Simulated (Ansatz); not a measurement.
# Sc under strains and displacements

Theory: DFT PBE, scalar-relativistic, plane waves, PAW in Ansatz.

Cutoff 420 eV; k points 15×15×8 on the computed 2-atom cell (Γ-centred); Gaussian smearing, width 0.10 eV; no spin polarisation.

Reference cell:

```
CELL_PARAMETERS angstrom
3.30880 0.00000 0.00000
-1.65440 2.86550 0.00000
0.00000 0.00000 5.26800
ATOMIC_POSITIONS crystal
Sc 0.33333 0.66667 0.25000
Sc 0.66667 0.33333 0.75000
```

Each variant moves atoms of this cell by the vectors given, if any (Å), and then applies a symmetric strain (tensor components, Cartesian axes). The reference cell isn't relaxed at this level. Energies are per atom at zero smearing, counted from the lowest variant. Pressure is positive in compression.

1. strain (xx yy zz yz xz xy, %) -2.49 -2.49 6.51 0.00 0.00 0.00
2. strain (xx yy zz yz xz xy, %) 4.57 4.57 -4.43 0.00 0.00 0.00
3. strain (xx yy zz yz xz xy, %) -4.36 -4.36 4.64 0.00 0.00 0.00
4. strain (xx yy zz yz xz xy, %) -1.90 -1.90 4.10 0.00 0.00 0.00; moves: Sc1 (0.000, 0.000, -0.060); Sc2 (0.000, 0.000, 0.060)

```csv
variant,ΔE (meV/atom),P (GPa),largest force (eV/Å),gap on mesh (eV),space group
1,15.2,-0.95,0.00,0,P6_3/mmc
2,0.0,-2.83,0.00,0,P6_3/mmc
3,21.0,2.16,0.00,0,P6_3/mmc
4,?,?,?,?,?
```

Question: Give the withheld rows.

Answer:
```csv
variant,ΔE (meV/atom),P (GPa),largest force (eV/Å),gap on mesh (eV),space group
4,4.8,-0.31,0.33,0,P-3m1
```